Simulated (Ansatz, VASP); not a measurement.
**SnO2 (Cassiterite) in VASP and in Ansatz**

```
Sn O
1.0
     4.86651    0.00000    0.00000
    -0.15915    4.62330    0.00000
    -0.00591    0.10041    3.22875
Sn O
2 4
Direct
  0.99677 0.99207 0.99250
  0.49934 0.50165 0.50334
  0.31110 0.30723 0.00000
  0.19187 0.80648 0.50362
  0.68805 0.69527 0.98726
  0.80393 0.19114 0.50411
```

Alike in both runs: task single point; functional PBE; k mesh 2 × 2 × 3; no spin polarisation.

|  | VASP | Ansatz |
| --- | --- | --- |
| version | VASP 6.6.1 | Ansatz 0.2.0 |
| potentials or method | VASP PAW PBE potentials, release 64 (Sn_d, O) | plane waves, PAW |
| plane-wave cutoff (eV) | 520 | 470 |
| occupations | gaussian, width 0.01 eV | fixed |
| valence electrons in the cell | 52 | 52 |

```tsv
	VASP	Ansatz	Ansatz less VASP
gap on the k mesh at the Fermi level (eV)	1.01	1.02	+0.012
pressure (GPa)	8.0	7.4	-0.65
largest component of the traceless stress (GPa)	6.81	6.78	-0.027
rms of the force components (eV/Å)	0.458	0.447	-0.0105
```

Atom by atom the forces differ by 0.013 eV/Å (rms over components).

Caveats: the k mesh is coarse (spacing up to 0.68 Å⁻¹), so the values aren't converged; spin-orbit coupling is left out, which moves the levels of the heavy elements; forces of over 1 eV/Å show positions far from the minimum, so gaps and moduli don't describe the material at rest. A hybrid or GW would open this gap; PBE tends to underestimate it.
